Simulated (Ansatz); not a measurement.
# Ga (P1) in Ansatz: convergence with k mesh

Aim: find how far k mesh must go before the results for Ga settle, at PBEsol. This setting moves, with any that are tied to it; all else stays.

Program: Ansatz 0.2.0. These are calculated values, not measurements. Logs are shortened: lines on timing, memory, paths and dates and some standing lists are left out, and cuts for length are marked.

## Step 1: The cell of the first run

The typed cell holds 4 atoms: a = 4.448 Å, b = 4.448 Å, c = 4.524 Å, α = 90.00°, β = 90.00°, γ = 118.89°.

The cell isn't the ideal one: atoms moved at random, drawn with an rms of 0.05 Å.

## Step 2: With k mesh 2 × 2 × 2

input.yaml

```yaml
crystal:
  lattice:
    - [2.2615, -3.8305, 0.0]
    - [2.2615, 3.8305, 0.0]
    - [0.0, 0.0, 4.524]
  atoms:
    - { symbol: Ga, position: [0.357574, 0.649815, 0.413855] }
    - { symbol: Ga, position: [0.143323, 0.83858, 0.916359] }
    - { symbol: Ga, position: [0.655953, 0.346102, 0.598434] }
    - { symbol: Ga, position: [0.851305, 0.162776, 0.086402] }
hamiltonian:
  xc: pbesol
  pseudopotentials: { kind: paw }
kpoints:
  mp_grid: { grid: [2, 2, 2] }
scf:
  occupations: { method: fermi_dirac, width: 0.05 }
output:
  forces: true
  stress: true
  eigenvalues: true
```

Potentials or basis: Ansatz PAW.

Command:

```
$ ansatz run input.yaml --threads 2 --pin off --max-ram 5632MiB --backend cpu --events-out ev --progress --plain --runs-dir out
```

What it wrote:

```text
Warning: RAYON_NUM_THREADS=2 ignored (pool sized by the plan → 2); use --threads N
Engine: ansatz 0.2.0, aarch64-unknown-linux-gnu
Pseudopotentials: kind: paw
Pseudopotential: Ga, paw, valence charge 13, recommended cutoff 420 eV (normal), Ga.paw.azcp
Functional definition: PBEsol
  exchange = pbesol_x
  correlation = pbesol_c
Crystal: 4 atoms, lattice volume = 78.380 Å³
Basis set: ecut = 420 eV, 1517 PW (Γ), exchange–correlation on 60×60×64 points (8 copies of the dense FFT grid, shifted against one another)
Bands: 32, of which v1, the nominal top of the filled ones, is band 26 counted from 1 (25 counted from 0)
Symmetry: 1 space group operations
Space group: P1 (ITA 1), of the structure as read, at distance tolerance 4.3e-5 Å
k-points: 8
Non-local potential: Ga, projectors of the file, l = 0: 2, l = 1: 2, l = 2: 3, l = 3: 1
PAW form: soft (Blöchl's): semilocal exchange-correlation on the pseudo side does not see the compensation charge
PAW frozen core: Ga, regenerated for the run's functional, and the local potential with it (the file was generated under x = pbe(κ = 0.804, μ = 0.2195149727645171), c = pbe(β = 0.06672455060314922))
PAW one-centre angular grid: Ga, 590 points (default); XC on 64 Gauss nodes
Initial density: superposition of atomic densities (neutral atoms: chi_scale 0, normalization atom), corrected by the library's trained network
Initial wavefunctions: pseudopotential atomic-orbital guess
Functional: x = pbesol(κ = 0.804, μ = 0.12345679012345678), c = pbesol(β = 0.046)
SCF iter   1: F=—  HF=-14971.180434 eV  |F-HF|=—  |Δ(HF+E_count)|=         —  Δρ=7.52e-3  dr2=9.30e-2  ethr=1.77e-3  ⟨swp⟩=5.9  Hψ=975  notcnv=0
preconditioner: auto → Kerker (q_TF=auto, 2.548 Å⁻¹)  [metal: Δε(μ)=0.079 eV  Ē_g=16.168 eV  σ=0.050 eV  W_gap=0.37  n_scr=20 (ndim 8)  ℏωp=30.2 eV  f_vac=0.003  D(μ)=3.09/eV (n_scr^D=20)]
[... 15 lines left out ...]
Entropy (-TS):   -0.024894 eV (-6.224 meV/atom)
Fermi energy:    8.846816 eV
--- Per-component energies (eV) ---
  E_band       = -179.976998
  E_kinetic    = 464.500302
  E_local      = -7595.297697  (includes V_loc(G=0)·N_el)
  E_nonlocal   = 1694.607990
  E_hartree    = 3558.536311
  E_xc         = -276.088814
  E_vxc        = -234.536760  (∫ρ·V_xc dr)
  E_paw        = -7786.945010  (= ΣΔE_a)
  E_vpaw       = -1626.326416  (= ΣTr[D̂ρ^β])
  E_aug_tail   = -0.000430  (compensation charges beyond the density's cutoff)
  E_ewald      = -5033.892568
  E_core_change = 3.451911  (= ΣΔE_core)
  E_smearing   = -0.024894  (= −TS)
  E_closure    = -0.000000  (closes the sum)
  Σ components = -14971.152900   (vs F -14971.152900, Δ=0.00e0)
--- Forces (eV/Å), atoms counted from 1 ---
  atom   1  Ga    -0.02794859     1.04622371    -0.09368698
  atom   2  Ga     0.01192593    -0.89127353    -0.18815080
  atom   3  Ga    -0.05326037    -0.94562573     0.09366209
  atom   4  Ga     0.06928116     0.79067162     0.18817226
  max |Σ_I F_I| component: 3.94e-6 eV/Å
--- Stress (GPa, compression-positive) ---
        8.984228       0.929233      -0.150790
        0.929233      -1.802228       0.026451
       -0.150790       0.026451       0.489287
  P = ⅓ Tr σ = 2.5571 GPa (25.571 kbar)
--- Band table (eV; the first three rows and the last of 8) ---
  k-point 0: bands = ["-6.1155", "-6.1051", "-6.0966", "-6.0690", "-6.0325", "-5.9909", "-5.9235", "-5.8986", "-5.8837", "-5.8506", "-5.8410", "-5.8270", "-5.8185", "-5.7940", "-5.7567", "-5.7227", "-5.6517", "-5.6417", "-5.6170", "-5.5261", "-2.0645", "4.6374", "5.2047", "7.3304", "7.3800", "8.0753", "9.7052", "9.7940", "9.9856", "14.2303", "14.6210", "15.4551"]
  k-point 1: bands = ["-6.1293", "-6.0870", "-6.0399", "-6.0358", "-6.0330", "-6.0232", "-5.9924", "-5.9608", "-5.8951", "-5.8773", "-5.8446", "-5.8257", "-5.8114", "-5.7626", "-5.6617", "-5.6592", "-5.6511", "-5.6282", "-5.6244", "-5.6105", "-0.2853", "-0.1691", "8.7405", "8.8005", "8.9037", "8.9436", "9.0587", "9.1036", "10.9379", "11.0436", "12.6489", "12.7638"]
  k-point 2: bands = ["-6.1394", "-6.1133", "-6.0616", "-6.0540", "-6.0403", "-6.0282", "-5.9823", "-5.9563", "-5.8989", "-5.8883", "-5.8314", "-5.8130", "-5.7420", "-5.7348", "-5.6892", "-5.6706", "-5.6654", "-5.6553", "-5.5848", "-5.5822", "0.3155", "0.4916", "5.3331", "5.3708", "7.6056", "7.6792", "9.7575", "9.8780", "12.8873", "12.9357", "14.2252", "14.3185"]
  k-point 7: bands = ["-6.1390", "-6.1145", "-6.0684", "-6.0608", "-6.0462", "-6.0234", "-6.0000", "-5.9610", "-5.8741", "-5.8377", "-5.7917", "-5.7827", "-5.7662", "-5.7404", "-5.7195", "-5.7125", "-5.6768", "-5.6428", "-5.5981", "-5.5935", "1.4320", "1.5966", "3.3657", "3.4694", "7.6212", "7.7686", "7.9529", "8.1348", "15.5309", "15.5726", "16.7590", "16.8735"]
```

Run time: 1 s. Hardware: 2 threads of Arm Neoverse V1, shared host; peak memory 0.3 GiB.

Results:

```
Free energy            : -14971.1529 eV
Pressure               : 2.6 GPa
Largest force          : 1.051 eV/Å
Band gap on the k mesh : none (metal or under the smearing width)
```

## Step 3: With k mesh 3 × 3 × 2

Changes to input.yaml since step 2:

```diff
@@ -14,3 +14,3 @@
 kpoints:
-  mp_grid: { grid: [2, 2, 2] }
+  mp_grid: { grid: [3, 3, 2] }
 scf:
```

Potentials or basis: Ansatz PAW.

Command:

```
$ ansatz run input.yaml --threads 2 --pin off --max-ram 5632MiB --backend cpu --events-out ev --progress --plain --runs-dir out
```

Wall time 1.6 s (2 threads of Arm Neoverse V1, shared host); peak memory 0.29 GiB.

What came out:

```yaml
Free_energy: -14972.2659 eV
Pressure: -1.3 GPa
Largest_force: 1.023 eV/Å
Band_gap_on_the_k_mesh: none (metal or under the smearing width)
```

## Step 4: With k mesh 3 × 3 × 3

Changes to input.yaml since step 3:

```diff
@@ -14,3 +14,3 @@
 kpoints:
-  mp_grid: { grid: [3, 3, 2] }
+  mp_grid: { grid: [3, 3, 3] }
 scf:
```

Command:

```
$ ansatz run input.yaml --threads 2 --pin off --max-ram 5632MiB --backend cpu --events-out ev --progress --plain --runs-dir out
```

It took 2.5 s on 2 threads of Arm Neoverse V1, shared host; peak memory 0.29 GiB.

What came out:

- Free energy: -14972.7929 eV
- Pressure: -0.9 GPa
- Largest force: 0.609 eV/Å

## Step 5: With k mesh 4 × 4 × 4

Changes to input.yaml since step 4:

```diff
@@ -14,3 +14,3 @@
 kpoints:
-  mp_grid: { grid: [3, 3, 3] }
+  mp_grid: { grid: [4, 4, 4] }
 scf:
```

Command:

```
$ ansatz run input.yaml --threads 2 --pin off --max-ram 5632MiB --backend cpu --events-out ev --progress --plain --runs-dir out
```

It took 5.2 s on 2 threads of Arm Neoverse V1, shared host; peak memory 0.33 GiB.

What came out:

```
Free energy            : -14972.8475 eV
Pressure               : -1.5 GPa
Largest force          : 0.599 eV/Å
Band gap on the k mesh : none (metal or under the smearing width)
```

## Step 6: With k mesh 5 × 5 × 4

Changes to input.yaml since step 5:

```diff
@@ -14,3 +14,3 @@
 kpoints:
-  mp_grid: { grid: [4, 4, 4] }
+  mp_grid: { grid: [5, 5, 4] }
 scf:
```

Potentials or basis: Ansatz PAW.

Command:

```
$ ansatz run input.yaml --threads 2 --pin off --max-ram 5632MiB --backend cpu --events-out ev --progress --plain --runs-dir out
```

Run time: 8.2 s. Hardware: 2 threads of Arm Neoverse V1, shared host; peak memory 0.35 GiB.

The run converged. Its results:

| Item | Value |
| --- | --- |
| Free energy | -14972.8564 eV |
| Pressure | -1.6 GPa |
| Largest force | 0.513 eV/Å |
| Band gap on the k mesh | none (metal or under the smearing width) |

## Step 7: With k mesh 6 × 6 × 5

Changes to input.yaml since step 6:

```diff
@@ -14,3 +14,3 @@
 kpoints:
-  mp_grid: { grid: [5, 5, 4] }
+  mp_grid: { grid: [6, 6, 5] }
 scf:
```

Command:

```
$ ansatz run input.yaml --threads 2 --pin off --max-ram 5632MiB --backend cpu --events-out ev --progress --plain --runs-dir out
```

Run time: 15 s. Hardware: 2 threads of Arm Neoverse V1, shared host; peak memory 0.41 GiB.

The run converged. Its results:

```yaml
Free_energy: -14972.7722 eV
Pressure: -1.4 GPa
Largest_force: 0.451 eV/Å
Band_gap_on_the_k_mesh: none (metal or under the smearing width)
```

## Step 8: With k mesh 8 × 8 × 7

Changes to input.yaml since step 7:

```diff
@@ -14,3 +14,3 @@
 kpoints:
-  mp_grid: { grid: [6, 6, 5] }
+  mp_grid: { grid: [8, 8, 7] }
 scf:
```

Command:

```
$ ansatz run input.yaml --threads 2 --pin off --max-ram 5632MiB --backend cpu --events-out ev --progress --plain --runs-dir out
```

It took 36 s on 2 threads of Arm Neoverse V1, shared host; peak memory 0.63 GiB.

The run converged. Its results:

```yaml
Free_energy: -14972.7662 eV
Pressure: -1.5 GPa
Largest_force: 0.440 eV/Å
Band_gap_on_the_k_mesh: none (metal or under the smearing width)
```

## Step 9: With k mesh 9 × 9 × 8

Changes to input.yaml since step 8:

```diff
@@ -14,3 +14,3 @@
 kpoints:
-  mp_grid: { grid: [8, 8, 7] }
+  mp_grid: { grid: [9, 9, 8] }
 scf:
```

Potentials or basis: Ansatz PAW.

Command:

```
$ ansatz run input.yaml --threads 2 --pin off --max-ram 5632MiB --backend cpu --events-out ev --progress --plain --runs-dir out
```

Run time: 44 s. Hardware: 2 threads of Arm Neoverse V1, shared host; peak memory 0.78 GiB.

The run converged. Its results:

```yaml
Free_energy: -14972.7622 eV
Pressure: -1.5 GPa
Largest_force: 0.452 eV/Å
Band_gap_on_the_k_mesh: none (metal or under the smearing width)
```

## Step 10: With k mesh 11 × 11 × 10

Changes to input.yaml since step 9:

```diff
@@ -14,3 +14,3 @@
 kpoints:
-  mp_grid: { grid: [9, 9, 8] }
+  mp_grid: { grid: [11, 11, 10] }
 scf:
```

Command:

```
$ ansatz run input.yaml --threads 2 --pin off --max-ram 5632MiB --backend cpu --events-out ev --progress --plain --runs-dir out
```

Run time: 81 s. Hardware: 2 threads of Arm Neoverse V1, shared host; peak memory 1.2 GiB.

The run converged. Its results:

| Quantity | Value |
| --- | --- |
| Free energy | -14972.7706 eV |
| Pressure | -1.5 GPa |
| Largest force | 0.488 eV/Å |
| Band gap on the k mesh | none (metal or under the smearing width) |

## Step 11: Result

```csv
k mesh,"energy less the tightest run, at zero smearing (meV/atom)",pressure (GPa),largest force (eV/Å),SCF cycles,CPU time (s),peak memory (GiB)
2 × 2 × 2,406.74,2.56,1.051,9,1.8,0.3
3 × 3 × 2,127.93,-1.34,1.023,8,3.1,0.29
3 × 3 × 3,-4.78,-0.91,0.609,9,4.7,0.29
4 × 4 × 4,-18.82,-1.48,0.599,9,10,0.33
5 × 5 × 4,-21.54,-1.59,0.513,9,16,0.35
6 × 6 × 5,-0.01,-1.44,0.451,9,29,0.41
8 × 8 × 7,1.13,-1.52,0.440,9,72,0.63
9 × 9 × 8,2.35,-1.51,0.452,8,88,0.78
11 × 11 × 10,0.00,-1.50,0.488,8,160,1.2
```

Against the tightest run, the pressure stays within 0.1 GPa from 4 × 4 × 4 on. Not settled before the last step: the energy (to 1 meV/atom), the largest force (to 0.005 eV/Å). Meshes of other sizes hit other points, so gaps and Fermi surfaces needn't settle smoothly. The tightest run that finished is the yardstick and may itself not be fully converged.

Caveats: the PAW data sets come from PBE, with cores solved anew for the run's functional, which leaves a small shift of forces and pressure.
